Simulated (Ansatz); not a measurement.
input.yaml (Ansatz)

```yaml
crystal:
  lattice:
    - [6.5661768777, 0.0, 0.0]
    - [-3.2830884389, 5.6864759819, 0.0]
    - [0.0, 0.0, 3.9212076292]
  atoms:
    - { symbol: Sr, position: [0.0, 1.0, 0.0] }
    - { symbol: Sr, position: [0.3333333333, 0.6666666667, 0.5] }
    - { symbol: Sr, position: [0.6666666667, 0.3333333333, 0.5] }
hamiltonian:
  xc: pbe
  pseudopotentials:
    kind: paw
    azcp:
      Sr: "pseudopotentials/Sr.paw.azcp"
basis:
  ecutwfc: 420
  fft_grid_basis: typed
kpoints:
  mp_grid: { grid: [7, 7, 10], shift: [0, 0, 0] }
magnetization:
  spin_polarized: false
scf:
  occupations: { method: fermi_dirac, width: 0.1 }
output:
  stress: true
```

and its output:

```
Engine: ansatz 0.2.0, x86_64-unknown-linux-gnu
Pseudopotentials: kind: paw
Pseudopotential: Sr, paw, valence charge 10, recommended cutoff 420 eV (normal) 
Functional definition: PBE
  parameter kappa = 0.804
  parameter beta = 0.06672455060314922
  exchange = pbe_x(kappa = kappa, mu = beta*pi^2/3)
  correlation = pbe_c(beta = beta)
Crystal: 3 atoms, lattice volume = 146.412 Å³
Basis set: ecut = 420 eV, 2833 PW (Γ)
Bands: 19, of which v1, the nominal top of the filled ones, is band 15 counted from 1 (14 counted from 0)
Symmetry: 24 space group operations
Space group: P6/mmm (ITA 191), of the structure as read, at distance tolerance 5.3e-5 Å
k-points: 48 of 490
Non-local potential: Sr, projectors of the file, l = 0: 3, l = 1: 2, l = 2: 2
PAW form: soft (Blöchl's): semilocal exchange-correlation on the pseudo side does not see the compensation charge
PAW one-centre angular grid: Sr, 110 points (default); XC on 64 Gauss nodes
Initial density: superposition of atomic densities (neutral atoms: chi_scale 0, normalization atom), corrected by the library's trained network
Initial wavefunctions: pseudopotential atomic-orbital guess
Functional: x = pbe(κ = 0.804, μ = 0.2195149727645171), c = pbe(β = 0.06672455060314922)
SCF iter   1: F=—  HF=-10632.484445 eV  |F-HF|=—  |Δ(HF+E_count)|=         —  Δρ=1.55e-3  dr2=1.05e-2  ethr=1.77e-3  ⟨swp⟩=10.2  Hψ=12718  notcnv=0
automatic band count: the SCF goes on with 23 bands, as 19 were too few: the levels above may hold too much charge
SCF iter   2: F=—  HF=-10632.484931 eV  |F-HF|=—  |Δ(HF+E_count)|=   4.86e-4  Δρ=9.42e-4  dr2=4.38e-3  ethr=3.50e-5  ⟨swp⟩=1.9  Hψ=1855  notcnv=0
SCF iter   3: F=—  HF=-10632.484526 eV  |F-HF|=—  |Δ(HF+E_count)|=   4.05e-4  Δρ=2.31e-4  dr2=5.02e-5  ethr=1.46e-5  ⟨swp⟩=2.0  Hψ=1228  notcnv=0
SCF iter   4: F=—  HF=-10632.484538 eV  |F-HF|=—  |Δ(HF+E_count)|=   1.24e-5  Δρ=9.23e-5  dr2=1.24e-5  ethr=1.67e-7  ⟨swp⟩=2.9  Hψ=2052  notcnv=0
SCF iter   5: F=—  HF=-10632.484537 eV  |F-HF|=—  |Δ(HF+E_count)|=   1.12e-6  Δρ=2.65e-5  dr2=6.99e-7  ethr=4.13e-8  ⟨swp⟩=2.2  Hψ=1883  notcnv=0
SCF iter   6: F=-10632.484537 eV  HF=-10632.484537 eV  |F-HF|=2.00e-8  |Δ(HF+E_count)|=   2.78e-8  Δρ=5.43e-6  dr2=7.95e-8  ethr=3.33e-10  ⟨swp⟩=5.0  Hψ=4288  notcnv=0
SCF 1 converged in 6 iterations: F = -10632.484537 eV  dr2 = 7.95e-8
SCF converged after 6 iterations
Free energy (F): -10632.484537 eV
Harris-Foulkes:  -10632.484537 eV  (|F-HF|=2.00e-8)
Internal energy: -10632.330468 eV  (E = F + TS)
E sigma→0 (E₀):  -10632.407503 eV
Entropy (-TS):   -0.154069 eV (-51.356 meV/atom)
Fermi energy:    5.921120 eV
--- Per-component energies (eV) ---
  E_band       = -377.776390
  E_kinetic    = 728.278325
  E_local      = -2217.738679  (includes V_loc(G=0)·N_el)
  E_nonlocal   = 608.587230
  E_hartree    = 552.582864
  E_xc         = -515.356511
  E_vxc        = -480.022897  (∫ρ·V_xc dr)
  E_paw        = -8084.177241  (= ΣΔE_a)
  E_vpaw       = -122.047200  (= ΣTr[D̂ρ^β])
  E_aug_tail   = -0.000004  (compensation charges beyond the density's cutoff)
  E_ewald      = -1704.506452
  E_smearing   = -0.154069  (= −TS)
  E_closure    = -0.000000  (closes the sum)
  Σ components = -10632.484537   (vs F -10632.484537, Δ=0.00e0)
--- Stress (GPa, compression-positive) ---
        1.802163       0.000000       0.000000
        0.000000       1.802163       0.000000
        0.000000       0.000000       1.569362
  P = ⅓ Tr σ = 1.7246 GPa (17.246 kbar)
```
